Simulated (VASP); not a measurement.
An input for VASP 6.6.1 (PbO2):

Contents of INCAR:

```
PREC = Normal
ENCUT = 420
EDIFF = 1E-5
ISMEAR = -5
SIGMA = 0.05
LREAL = Auto
LASPH = True
NELM = 80
ALGO = Fast
ISIF = 2
LWAVE = False
LCHARG = False
GGA = PS
IVDW = 11
IBRION = 0
NSW = 30
POTIM = 2
TEBEG = 300
TEEND = 300
ISYM = 0
NELMIN = 4
RANDOM_SEED = 228585 0 0
MDALGO = 2
SMASS = 1
```

File KPOINTS:

```
regular mesh
0
Gamma
  1 1 3
```

Contents of POSCAR:

```
PbO2
1.0
    9.9899197400      0.0000000000      0.0000000000
    0.0000000000      9.9899197400      0.0000000000
    0.0000000000      0.0000000000      3.4090009600
Pb O
8 16
Cartesian
    2.4974799350      2.4974799350      1.7045004800
    2.4974799350      7.4924398050      1.7045004800
    7.4924398050      2.4974799350      1.7045004800
    7.4924398050      7.4924398050      1.7045004800
    0.0000000000      0.0000000000      0.0000000000
    0.0000000000      4.9949598700      0.0000000000
    4.9949598700      0.0000000000      0.0000000000
    4.9949598700      4.9949598700      0.0000000000
    3.4593645519      3.4593645519      0.0000000000
    3.4593645519      8.4543244219      0.0000000000
    8.4543244219      3.4593645519      0.0000000000
    8.4543244219      8.4543244219      0.0000000000
    4.0330752531      0.9618846169      1.7045004800
    4.0330752531      5.9568444869      1.7045004800
    9.0280351231      0.9618846169      1.7045004800
    9.0280351231      5.9568444869      1.7045004800
    0.9618846169      4.0330752531      1.7045004800
    0.9618846169      9.0280351231      1.7045004800
    5.9568444869      4.0330752531      1.7045004800
    5.9568444869      9.0280351231      1.7045004800
    1.5355953181      1.5355953181      0.0000000000
    1.5355953181      6.5305551881      0.0000000000
    6.5305551881      1.5355953181      0.0000000000
    6.5305551881      6.5305551881      0.0000000000
```

Potentials or basis: VASP PAW PBE potentials, release 64 (Pb_d, O).

Launch:

```console
$ cat potpaw_PBE.64/Pb_d/POTCAR potpaw_PBE.64/O/POTCAR > POTCAR
$ mpirun -np 1 vasp_std > vasp.out
```

Problem. How does this run end?

Solution. The run stopped without a result. It printed:

OUTCAR:

```text
PREC = Normal
   ENCUT = 420
   EDIFF = 1E-5
   ISMEAR = -5
   LREAL = Auto
   LASPH = True
   NELM = 80
   ISIF = 2
   GGA = PS
   IVDW = 11
[... 141 lines left out ...]
|     EEEEEEE  RRRRRR   RRRRRR   OOOOOOO  RRRRRR      ###     ###     ###     |
|     E        R     R  R     R  O     O  R     R     ###     ###     ###     |
|     E        R     R  R     R  O     O  R     R     ###     ###     ###     |
|     EEEEE    RRRRRR   RRRRRR   O     O  RRRRRR       #       #       #      |
|     E        R   R    R   R    O     O  R   R                               |
|     E        R    R   R    R   O     O  R    R      ###     ###     ###     |
|     EEEEEEE  R     R  R     R  OOOOOOO  R     R     ###     ###     ###     |
|                                                                             |
|     IBZKPT: tetrahedron method fails for NKPT<4. NKPT = 3                   |
|                                                                             |
|       ---->  I REFUSE TO CONTINUE WITH THIS SICK JOB ... BYE!!! <----       |
|                                                                             |
 -----------------------------------------------------------------------------
```

On the terminal:

```text
POSCAR found type information on POSCAR PbO
 POSCAR found :  2 types and      24 ions
[... 25 lines left out ...]

1
```
